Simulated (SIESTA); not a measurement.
The system is La2O3.

```
La O
1.0
     6.37027    0.00000    0.00000
    -3.18514    5.51682    0.00000
     0.00000    0.00000    3.28989
La O
2 3
Direct
  0.66667 0.33333 0.49810
  0.33333 0.66667 0.50190
  0.50461 0.00000 0.00000
  0.00000 0.50461 0.00000
  0.49539 0.49539 0.00000
```

The cell comes from a database or a generator and needn't be the stable form of this composition.

Base run:

| Quantity | Value |
| --- | --- |
| Program | SIESTA 5.4.2 |
| Functional | PBEsol |
| Potentials or basis | PseudoDojo 0.4 standard (PBEsol files) |
| Basis | DZP (energy shift 0.003 Ry; two zetas on semicore shells) |
| Grid cutoff | 800 Ry |
| Energy shift | 0.003 Ry |
| k mesh | 5 × 5 × 8 |
| Occupations | fermi-dirac, width 0.05 eV |
| Spin | no spin polarisation |

Its results: band gap on the k mesh 1.31 eV, indirect (least direct gap 1.55 eV); pressure 1.9 GPa; largest force 0.030 eV/Å.

Task: The run is repeated on the same cell with these changes: functional from PBEsol to LDA; potentials or basis from PseudoDojo 0.4 standard (PBEsol files) to PseudoDojo 0.4 standard (PBE and LDA files). What comes out?

Result: Band gap on the k mesh 1.19 eV, indirect (least direct gap 1.46 eV); pressure 0.0 GPa; largest force 0.036 eV/Å.

Caveats: spin-orbit coupling is left out, which moves the levels of the heavy elements; the basis of atomic orbitals isn't converged, which shifts pressures, moduli and gaps; the potentials were made for another functional, which shifts forces and pressure (some runs).

Not every run made on this cell is shown here.
